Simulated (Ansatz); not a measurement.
## Structure search for Hf2Si3

Level of theory: Ansatz, DFT PBE, scalar-relativistic, plane waves, PAW. All cells share a 420 eV cutoff and Γ-centred k meshes spaced at most about 0.3 Å⁻¹ (about 0.25 or finer for metals, 2π included). No spin polarisation.

The zero of energy is the elements' standard structures at the same level; no fitted shifts are applied.

All energies are static (0 K, no zero-point motion). The comparison covers the computed candidates alone. These runs have no spin–orbit coupling, which can matter for Hf.

Invented guesses were relaxed alike, and ends that match in structure were merged. ΔE counts from the first row. Coordination counts Si atoms around Hf (those within 1.25 times the shortest such distance or 1.15 times the sum of covalent radii). The ends were matched against large subsets of the Crystallography Open Database and the Materials Project, so a missing match doesn't prove that a structure is unreported.

```csv
#,reached from,type and space group,atoms,Å³/atom,coordination,ΔE (meV/atom),gap on mesh (eV),in databases
1,Mg3Sb2 type (P-3m1),"La2O3 (A sesquioxide), P-3m1 (No. 164)",5,18.4,Hf 7,0,0.00,no match
2,random cell,P4/mmm (No. 123),5,20.4,Hf 4,778,0.00,no match
3,random cell,P6/mmm (No. 191),5,23.3,Hf 1,1661,0.00,no match
4,random cell,Cmmm (No. 65),5,28.7,Hf 1,1989,0.00,no match
```

The lowest: Space group P-3m1 (No. 164), trigonal, a = 3.731 Å, c = 7.613 Å. Hf has 3 Si at 2.62 Å and 4 Si at 2.79–2.86 Å; Si on a site of symmetry -3m has 6 Hf at 2.62 Å; Si on a site of symmetry 3m is surrounded by 3 Si at 2.42 Å and 4 Hf at 2.79–2.86 Å. Its energy over the elements is −0.52 eV/atom. A negative formation energy is needed for stability but isn't enough: competing phases decide. An observed structure of this formula, if there is one, may be missing.

```
Hf Si
1.0
     3.73095    0.00000    0.00000
    -1.86547    3.23109    0.00000
     0.00000    0.00000    7.61325
Hf Si
2 3
Direct
  0.33333 0.66667 0.80418
  0.66667 0.33333 0.19582
  0.00000 0.00000 0.00000
  0.33333 0.66667 0.42809
  0.66667 0.33333 0.57191
```

The second: Space group P4/mmm (No. 123), tetragonal, a = 4.680 Å, c = 4.662 Å. Hf has 4 Si at 2.64 Å, 4 Si at 3.30 Å and 4 Hf at 3.31 Å; around Si on a site of symmetry 4mm lie 1 Si at 2.21 Å, 1 Si at 2.45 Å, 4 Hf at 2.64 Å and 4 Si at 3.49 Å; Si on a site of symmetry 4/mmm is surrounded by 8 Hf at 3.30 Å and 8 Si at 3.49 Å. Counting Si atoms around Hf, the first has Hf 7 and the second has Hf 4. The first holds Si–Si nets (shortest 2.42 Å); the second holds Si–Si chains (shortest 2.21 Å). Shaken at random and relaxed again, row 1 came back. Cells without such a test can be saddle points. Some types were kept out of the candidates beforehand, so the set may lack a known form.
